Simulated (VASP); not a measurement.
# Sb (Fm-3m) in VASP: density of states with PBE

Aim: the density of states of Sb with PBE.

Program: VASP 6.6.1. These are calculated values, not measurements. Logs are shortened: lines on timing, memory, paths and dates and some standing lists are left out, and cuts for length are marked.

## Step 1: Starting point

Symmetry: Fm-3m, No. 225, cubic system. Conventional cell: a = 4.672 Å, b = 4.672 Å, c = 4.672 Å, α = 90.00°, β = 90.00°, γ = 90.00°. Sb (site symmetry m-3m) has 12 Sb at 3.30 Å as nearest neighbours.

This isn't the form of Sb at room conditions, which is rhombohedral.

## Step 2: Density of states, PBE

The input, POSCAR:

```
Sb
1.0
    0.0000000000      2.3360030000      2.3360030000
    2.3360030000      0.0000000000      2.3360030000
    2.3360030000      2.3360030000      0.0000000000
Sb
1
Direct
    0.0000000000      0.0000000000      0.0000000000
```

The input, INCAR.step1:

```
ALGO = Normal
EDIFF = 1E-6
ENCUT = 520
GGA = PE
ISIF = 2
ISMEAR = 1
LASPH = True
LCHARG = True
LREAL = False
LWAVE = False
NBANDS = 8
NELM = 80
PREC = Accurate
SIGMA = 0.012
```

The input, KPOINTS.step1:

```
k-points
0
Gamma
  9 9 9
```

The input, INCAR.step2:

```
ALGO = Normal
EDIFF = 1E-6
ENCUT = 520
GGA = PE
ICHARG = 11
ISIF = 2
ISMEAR = -5
LASPH = True
LCHARG = False
LORBIT = 10
LREAL = False
LWAVE = False
NBANDS = 8
NEDOS = 1001
NELM = 80
PREC = Accurate
SIGMA = 0.012
```

The input, KPOINTS.step2:

```
k-points
0
Gamma
  14 14 14
```

Potentials or basis: VASP PAW PBE potentials, release 64 (Sb).

Command:

```
cat potpaw_PBE.64/Sb/POTCAR > POTCAR
cp INCAR.step1 INCAR
cp KPOINTS.step1 KPOINTS
mpirun -np 1 vasp_std > vasp.out
cp INCAR.step2 INCAR
cp KPOINTS.step2 KPOINTS
mpirun -np 1 vasp_std > vasp.out
```

OUTCAR:

```text
EDIFF = 1E-6
   ENCUT = 520
   GGA = PE
   ICHARG = 11
   ISIF = 2
   ISMEAR = -5
   LASPH = True
   LORBIT = 10
   LREAL = False
   NELM = 80
   PREC = Accurate

 ion  position               nearest neighbor table
   1  0.000  0.000  0.000-

  LATTYP: Found a face centered cubic cell.
 ALAT       =     4.6720060000

  Lattice vectors:

 A1 = (   0.0000000000,   2.3360030000,   2.3360030000)
 A2 = (   2.3360030000,   0.0000000000,   2.3360030000)
 A3 = (   2.3360030000,   2.3360030000,   0.0000000000)

Analysis of symmetry for initial positions (statically):
=====================================================================
 Subroutine PRICEL returns:
 Original cell was already a primitive cell.

 Routine SETGRP: Setting up the symmetry group for a
 face centered cubic supercell.

 Subroutine GETGRP returns: Found 48 space group operations
 (whereof 48 operations were pure point group operations)
 out of a pool of 48 trial point group operations.

The static configuration has the point symmetry O_h .

Analysis of symmetry for dynamics (positions and initial velocities):
=====================================================================
 Subroutine PRICEL returns:
 Original cell was already a primitive cell.

 Routine SETGRP: Setting up the symmetry group for a
 face centered cubic supercell.

 Subroutine GETGRP returns: Found 48 space group operations
 (whereof 48 operations were pure point group operations)
 out of a pool of 48 trial point group operations.

The dynamic configuration has the point symmetry O_h .

 Subroutine INISYM returns: Found 48 space group operations
 (whereof 48 operations are pure point group operations),
 and found     1 'primitive' translations

----------------------------------------------------------------------------------------

                                     Primitive cell

  volume of cell :      25.4947

  direct lattice vectors                    reciprocal lattice vectors
     0.000000000  2.336003000  2.336003000    -0.214040821  0.214040821  0.214040821
     2.336003000  0.000000000  2.336003000     0.214040821 -0.214040821  0.214040821
     2.336003000  2.336003000  0.000000000     0.214040821  0.214040821 -0.214040821

  length of vectors
     3.303607124  3.303607124  3.303607124     0.370729577  0.370729577  0.370729577

  position of ions in fractional coordinates (direct lattice)
     0.000000000  0.000000000  0.000000000

  ion indices of the primitive-cell ions
[... 77 lines left out ...]
   LREAL  =      F    real-space projection
   EDIFFG = 0.1E-04   stopping-criterion for IOM
   NSW    =      0    number of steps for IOM
   IBRION =     -1    ionic relax: 0-MD 1-quasi-New 2-CG
   NFREE  =      0    steps in history (QN), initial steepest desc. (CG)
   ISIF   =      2    stress and relaxation
   ISYM   =      2    0-nonsym 1-usesym 2-fastsym
   POTIM  = 0.5000    time-step for ionic-motion
   TEBEG  =    0.0;   TEEND  =   0.0 temperature during run
   PSTRESS=    0.0 pullay stress
   NELECT =       5.0000    total number of electrons
   NUPDOWN=      -1.0000    fix difference up-down
   EMIN   =  10.00;   EMAX   =-10.00  energy-range for DOS
   EFERMI =   0.00;   METHOD = LEGACY
   ISMEAR =    -5;   SIGMA  =   0.01  broadening in eV -4-tet -1-fermi 0-gaus
   EFERMI_NEDOS =   21; number of points for ismear=-14 and -15
   IALGO  =     38    algorithm
   IMIX   =      4    mixing-type and parameters
     AMIX     =   0.40;   BMIX     =  1.00
     AMIX_MAG =   1.60;   BMIX_MAG =  1.00
  volume/ion in A,a.u.               =      25.49       172.05
  Fermi-wavevector in a.u.,A,eV,Ry     =   0.951148  1.797409 12.308953  0.904683
  Thomas-Fermi vector in A             =   2.079591
   LORBIT       =     10    0 simple, 1 ext, 2 COOP (PROOUT), +10 PAW based schemes
   GGA     = PE    functional components
   LHFCALC =     F    Hartree Fock is set to
   AEXX    =    0.0000 exact exchange contribution
   IVDW    =     0    specifies the selected vdW correction
   LEPSILON=     F    determine dielectric tensor
   LRPA    =     F    only Hartree local field effects (RPA)
 non-spin polarized calculation
 Fermi weights with tetrahedron method with Bloechl corrections
  energy-cutoff  :      520.00
  volume of cell :       25.49
 maximum number of plane-waves:       701
 NGX is ok and might be reduce to    28

 number of electron       5.0000000 magnetization

 Free energy of the ion-electron system (eV)
  ---------------------------------------------------
  ext. energy  EPLUGINS =         0.00000000
  ---------------------------------------------------
  free energy    TOTEN  =        -3.78979830 eV

  energy without entropy =       -3.78979830  energy(sigma->0) =       -3.78979830

 E-fermi :   9.3016     XC(G=0): -10.4747

 val. band max:        9.3369166348   @ k =   0.2857   0.2857   0.0000
 cond. band min:       9.1814973885   @ k =  -0.3571   0.3571   0.1429
 fundamental gap:     -0.1554192463
 Fermi energy:         9.3015843097

 k-point     1 :       0.0000    0.0000    0.0000
  band No.  band energies     occupation
      1      -4.1104      2.00000
      2      14.9899      0.00000
      3      14.9899      0.00000
      4      14.9899      0.00000
      5      19.3915      0.00000
      6      19.3915      0.00000
      7      19.3915      0.00000
      8      19.4887      0.00000
[... 243 lines left out ...]
 k-point    24 :       0.2857    0.1429    0.0000
  band No.  band energies     occupation
      1      -2.5628      2.00000
      2       9.0457      1.34225
      3      12.2341      0.00000
      4      12.6233      0.00000
      5      16.5835      0.00000
      6      18.2702      0.00000
      7      21.6737      0.00000
      8      22.0010      0.00000

 [... further k-points ...]
[... 5 lines left out ...]
  --------------------------------------------------------------------------------------
  -------------------------------------------------------------------------------------
  Total        0.8395551      0.8395551      0.8395551     -0.0000000     -0.0000000     -0.0000000
  in kB       52.7605844     52.7605844     52.7605844     -0.0000000     -0.0000000     -0.0000000
  external PRESSURE =      52.7605844 kB  Pullay stress =       0.0000000 kB

 VOLUME and BASIS-vectors are now :
 -----------------------------------------------------------------------------
  energy-cutoff  :      520.00
  volume of cell :       25.49
      direct lattice vectors                 reciprocal lattice vectors
     0.000000000  2.336003000  2.336003000    -0.214040821  0.214040821  0.214040821
     2.336003000  0.000000000  2.336003000     0.214040821 -0.214040821  0.214040821
     2.336003000  2.336003000  0.000000000     0.214040821  0.214040821 -0.214040821

 POSITION                                       TOTAL-FORCE (eV/Angst)
 -----------------------------------------------------------------------------------
      0.00000      0.00000      0.00000        -0.000000      0.000000     -0.000000
 -----------------------------------------------------------------------------------
    total drift:                                0.000000      0.000000      0.000000

  FREE ENERGIE OF THE ION-ELECTRON SYSTEM (eV)
  ---------------------------------------------------
  free  energy   TOTEN  =        -3.7897982994 eV

  energy  without entropy=       -3.7897982994  energy(sigma->0) =       -3.78979830

 total charge

# of ion       s       p       d       tot
------------------------------------------
    1        1.257   1.052   0.047   2.356
```

OUTCAR.step1:

```text
EDIFF = 1E-6
   ENCUT = 520
   GGA = PE
   ISIF = 2
   ISMEAR = 1
[... 482 lines left out ...]

 POSITION                                       TOTAL-FORCE (eV/Angst)
 -----------------------------------------------------------------------------------
      0.00000      0.00000      0.00000         0.000000     -0.000000      0.000000
 -----------------------------------------------------------------------------------
    total drift:                                0.000000      0.000000      0.000000

  FREE ENERGIE OF THE ION-ELECTRON SYSTEM (eV)
  ---------------------------------------------------
  free  energy   TOTEN  =        -3.7847007244 eV

  energy  without entropy=       -3.7847079950  energy(sigma->0) =       -3.78470315
```

OSZICAR.step1:

```text
N       E                     dE             d eps       ncg     rms          rms(c)
DAV:   1     0.481836107740E+01    0.48184E+01   -0.17310E+03   560   0.418E+02
DAV:   2    -0.370469004678E+01   -0.85231E+01   -0.81169E+01   824   0.537E+01
DAV:   3    -0.378927437319E+01   -0.84584E-01   -0.84584E-01   704   0.602E+00
DAV:   4    -0.378949038664E+01   -0.21601E-03   -0.21601E-03   936   0.356E-01
DAV:   5    -0.378949074153E+01   -0.35489E-06   -0.35419E-06   680   0.800E-03    0.187E+00
DAV:   6    -0.378643302669E+01    0.30577E-02   -0.13869E-03   728   0.200E-01    0.108E+00
DAV:   7    -0.378469593801E+01    0.17371E-02   -0.30245E-03   632   0.295E-01    0.459E-02
DAV:   8    -0.378470056600E+01   -0.46280E-05   -0.37829E-05   832   0.487E-02    0.670E-03
DAV:   9    -0.378470072444E+01   -0.15844E-06   -0.60686E-07   752   0.613E-03
   1 F= -.37847007E+01 E0= -.37847031E+01  d E =0.727052E-05
```

Run time: 24 s. Hardware: 1 thread of Intel Xeon Platinum 8375C at 2.90GHz (Ice Lake), shared host; peak memory 0.15 GiB.

What came out:

```yaml
Valence_electrons_inside_the_program's_atomic_spheres: Sb 2.36
```

Levels at points of the mesh, in eV from the Fermi level:
| k point | band 1 | band 2 | band 3 | band 4 | band 5 | band 6 | band 7 |
| --- | --- | --- | --- | --- | --- | --- | --- |
| (0.00, 0.00, 0.00) | -13.41 | 5.69 | 5.69 | 5.69 | 10.09 | 10.09 | 10.09 |
| (0.50, 0.00, 0.00) | -9.35 | -6.22 | 3.86 | 3.86 | 8.49 | 9.19 | 9.19 |
| (0.50, 0.50, 0.00) | -7.56 | -5.27 | 0.34 | 0.34 | 4.15 | 4.54 | 17.84 |

States per cell in windows of 0.5 eV (zero at the Fermi level; states under -8 eV left out):
| from (eV) | total | Sb1_p | Sb1_d | Sb1_s |
| --- | --- | --- | --- | --- |
| -8.0 | 0.24 | 0.00 | 0.00 | 0.16 |
| -7.5 | 0.03 | 0.00 | 0.00 | 0.02 |
| -7.0 | 0.00 | 0.00 | 0.00 | 0.00 |
| -6.5 | 0.00 | 0.00 | 0.00 | 0.00 |
| -6.0 | 0.07 | 0.02 | 0.00 | 0.00 |
| -5.5 | 0.14 | 0.04 | 0.00 | 0.01 |
| -5.0 | 0.24 | 0.08 | 0.00 | 0.01 |
| -4.5 | 0.38 | 0.12 | 0.00 | 0.02 |
| -4.0 | 0.29 | 0.09 | 0.00 | 0.03 |
| -3.5 | 0.22 | 0.07 | 0.00 | 0.02 |
| -3.0 | 0.26 | 0.08 | 0.00 | 0.02 |
| -2.5 | 0.25 | 0.08 | 0.00 | 0.02 |
| -2.0 | 0.25 | 0.08 | 0.00 | 0.02 |
| -1.5 | 0.28 | 0.10 | 0.01 | 0.02 |
| -1.0 | 0.29 | 0.10 | 0.01 | 0.02 |
| -0.5 | 0.32 | 0.12 | 0.01 | 0.01 |
| 0.0 | 0.38 | 0.15 | 0.01 | 0.01 |
| 0.5 | 0.40 | 0.16 | 0.01 | 0.01 |
| 1.0 | 0.35 | 0.15 | 0.01 | 0.01 |
| 1.5 | 0.33 | 0.14 | 0.01 | 0.01 |
| 2.0 | 0.32 | 0.14 | 0.01 | 0.01 |
| 2.5 | 0.31 | 0.15 | 0.01 | 0.01 |
| 3.0 | 0.28 | 0.14 | 0.01 | 0.00 |
| 3.5 | 0.24 | 0.13 | 0.01 | 0.00 |
| 4.0 | 0.17 | 0.09 | 0.01 | 0.00 |
| 4.5 | 0.20 | 0.08 | 0.02 | 0.01 |
| 5.0 | 0.23 | 0.06 | 0.03 | 0.01 |
| 5.5 | 0.20 | 0.02 | 0.04 | 0.01 |
| 6.0 | 0.24 | 0.02 | 0.05 | 0.01 |
| 6.5 | 0.31 | 0.02 | 0.06 | 0.01 |
| 7.0 | 0.40 | 0.04 | 0.08 | 0.01 |
| 7.5 | 0.46 | 0.05 | 0.09 | 0.01 |

Caveat: tetrahedron occupations give inexact forces and stress in metals.
